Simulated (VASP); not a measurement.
Input of a VASP 6.6.1 run:

File INCAR:

```
ALGO     = Fast           # electronic algorithm
EDIFF    = 1E-7           # SCF threshold, eV
EDIFFG   = -0.002         # ionic threshold
ENCUT    = 520            # plane-wave cutoff, eV
GGA      = PE             # functional
IBRION   = 2              # ionic algorithm
ISIF     = 3              # what is computed and relaxed
ISMEAR   = 0              # smearing method
LASPH    = T              # aspherical terms in the spheres
LCHARG   = F              # write CHGCAR
LREAL    = F              # projectors in reciprocal space
LWAVE    = F              # write WAVECAR
NELM     = 4              # most SCF steps
NSW      = 80             # ionic steps
PREC     = Accurate       # precision mode
SIGMA    = 0.1            # smearing width, eV
```

The input KPOINTS:

```
k-points
0
Gamma
  18 18 18
```

POSCAR

```
Al                                      
1.0
    0.0000000000      2.0203258255      2.0203258255
    2.0203258255      0.0000000000      2.0203258255
    2.0203258255      2.0203258255     -0.0000000000
  Al            
     1
Direct
     0.0000000000000000    0.0000000000000000    0.0000000000000000
```

Potentials or basis: VASP PAW PBE potentials, release 64 (Al).

The run is started by

```bash
$ cat potpaw_PBE.64/Al/POTCAR > POTCAR
$ mpirun -np 1 vasp_std > vasp.out
```

Problem. What does it give for the band gap on the k mesh?

Solution. None (metal or under the smearing width).

Problem. Predict the relaxed cell.

Solution. a = 2.857 Å, b = 2.857 Å, c = 2.857 Å, α = 60.00°, β = 60.00°, γ = 60.00°.

Problem. Predict the relaxed volume.

Solution. 16.49 Å³/atom.

Problem. Predict the space group after relaxing (to 0.05 Å).

Solution. Fm-3m (No. 225).

Step by step:
```tsv
step	energy change (eV)	largest force (eV/Å)	pressure (GPa)	volume (Å³)
1	0.0000	0.0000	-2.99	16.49
2	0.0307	0.0000	3.80	15.77
3	0.0241	0.0000	1.61	16.16
4	0.0232	0.0000	1.04	16.28
5	0.0225	0.0000	0.28	16.43
6	0.0225	0.0000	0.14	16.46
7	0.0225	0.0000	0.07	16.48
8	0.0225	0.0000	0.04	16.49
9	0.0225	0.0000	0.02	16.49
10	0.0225	0.0000	0.01	16.49
```
